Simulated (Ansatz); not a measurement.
**What a trial cell of Fe relaxes into**

Computed with Ansatz, DFT PBE, scalar-relativistic, plane waves, PAW. Cutoff 420 eV, Γ-centred k mesh, Gaussian smearing, no spin polarisation in the final step.

The start puts Fe on the sites of a reported C cell (R-3m, No. 166), at a guessed volume.

```yaml
crystal:
  lattice:
    - [1.20200, 0.69398, 10.89621]
    - [-1.20200, 0.69398, 10.89621]
    - [0.00000, -1.38795, 10.89621]
  atoms:
    - { symbol: Fe, position: [0.05000, 0.05000, 0.05000] }
    - { symbol: Fe, position: [0.95000, 0.95000, 0.95000] }
    - { symbol: Fe, position: [0.28300, 0.28300, 0.28300] }
    - { symbol: Fe, position: [0.71700, 0.71700, 0.71700] }
```

Cell and atoms relax at zero pressure; the relaxation can't lower the symmetry of the start. After a coarse first stage the cell is made exact in the group found at 0.06 Å.

Energies count from the standard state of Fe at the same level.

(1) What does it relax into?

(2) What are its volume, energy, density and gap?

Answers

(1) It keeps R-3m (No. 166), but not the shape of the type it started on. Conventional cell: a = 2.450 Å, c = 24.105 Å. Fe on Wyckoff site c (2 atoms of the primitive cell) is coordinated by 1 Fe at 2.21 Å and 9 Fe at 2.41–2.45 Å; around Fe on Wyckoff site c (2 atoms of the primitive cell) lie 12 Fe at 2.38–2.45 Å.

Space group R-3m:H (No. 166). a = 2.450 Å, b = 2.450 Å, c = 24.105 Å, α = 90.00°, β = 90.00°, γ = 120.00°
| atom | site | symmetry | x | y | z |
| --- | --- | --- | --- | --- | --- |
| Fe | 6c | 3m | 0.3333 | 0.6667 | 0.7125 |
| Fe | 6c | 3m | 0.3333 | 0.6667 | 0.8731 |

(2) The volume per atom is 10.45 Å³ and the density is 8.88 g/cm³. The energy over the standard structure is 0.25 eV/atom and the gap on the 21×21×21 mesh is 0 eV (a metal).

The final run used a 21×21×21 mesh on its 4-atom cell and 0.10 eV smearing. The k mesh leaves about 4 meV/atom of noise in metals. A structure relaxed within its symmetry needn't be a true minimum.